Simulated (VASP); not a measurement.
A calculation with VASP 6.6.1 of TiSe (native input, structure from a POSCAR):

The input INCAR:

```
SYSTEM = TiSe
ALGO = Normal
EDIFF = 1E-7
ENCUT = 500
GGA = PS
ISIF = 2
ISMEAR = 0
LASPH = .True.
LCHARG = .True.
LELF = .True.
LREAL = .False.
LVHAR = .True.
LWAVE = .False.
NBANDS = 18
NELM = 80
PREC = Accurate
SIGMA = 0.02
```

KPOINTS

```
k-points
0
Gamma
  9 9 5
  0 0 0
```

File POSCAR:

```
TiSe
1.0
    3.5590000000      0.0000000000      0.0000000000
   -1.7795000000      3.0821844121      0.0000000000
    0.0000000000      0.0000000000      6.2200000000
Se Ti
2 2
Direct
    0.6666666667      0.3333333333      0.7500000000
    0.3333333333      0.6666666667      0.2500000000
    0.0000000000      0.0000000000      0.5000000000
    0.0000000000      0.0000000000      0.0000000000
```

Potentials or basis: VASP PAW PBE potentials, release 64 (Se, Ti).

The run is started by

```bash
$ cat potpaw_PBE.64/Se/POTCAR potpaw_PBE.64/Ti/POTCAR > POTCAR
$ mpirun -np 1 vasp_std > vasp.out
```

Problem. Write the same calculation in another form: ASE script, structure by space group and Wyckoff sites.

Solution. As run:

run.py

```python
from ase.calculators.vasp import Vasp
from ase.dft.bandgap import bandgap
from ase.spacegroup import crystal

atoms = crystal(
    ['Se', 'Ti'],
    basis=[[0.6666666667, 0.3333333333, 0.75], [0.0, 0.0, 0.5]],
    spacegroup=194,
    setting=1,
    cellpar=[3.559, 3.559, 6.22, 90.0, 90.0, 120.0],
    primitive_cell=True,
)
calc = Vasp(
    directory='calc',
    xc='pbesol',
    pp='PBE',
    setups='minimal',
    prec='Accurate',
    encut=500,
    ediff=1e-06,
    ismear=0,
    sigma=0.02,
    lreal=False,
    lasph=True,
    nelm=60,
    algo='Normal',
    isif=2,
    lwave=False,
    lcharg=False,
    kpts=[9, 9, 5],
    gamma=True,
    nbands=18,
)
atoms.calc = calc

print('energy (eV):', atoms.get_potential_energy())
print('free energy (eV):', atoms.get_potential_energy(force_consistent=True))
print('forces (eV/A):')
print(atoms.get_forces())
print('stress (eV/A^3, Voigt):', atoms.get_stress())
print('Fermi level (eV):', calc.get_fermi_level())
gap, top, bottom = bandgap(calc)
print('band gap (eV):', gap, 'from (spin, k, band)', top, 'to', bottom)
```

Potentials or basis: VASP PAW PBE potentials, release 64 (Se, Ti).

Launch:

```bash
$ python run.py
```

Both were run:

|  | native input, structure from a POSCAR | ASE script, structure by space group and Wyckoff sites |
| --- | --- | --- |
| Pressure | -0.5 GPa | -0.5 GPa |
| Band gap on the k mesh | none (metal or under the smearing width) | none (metal or under the smearing width) |

Keys that steer only the numerical path or the files written may differ.

Caveat: the PAW data sets were made with another functional, which shifts forces and pressure a little.
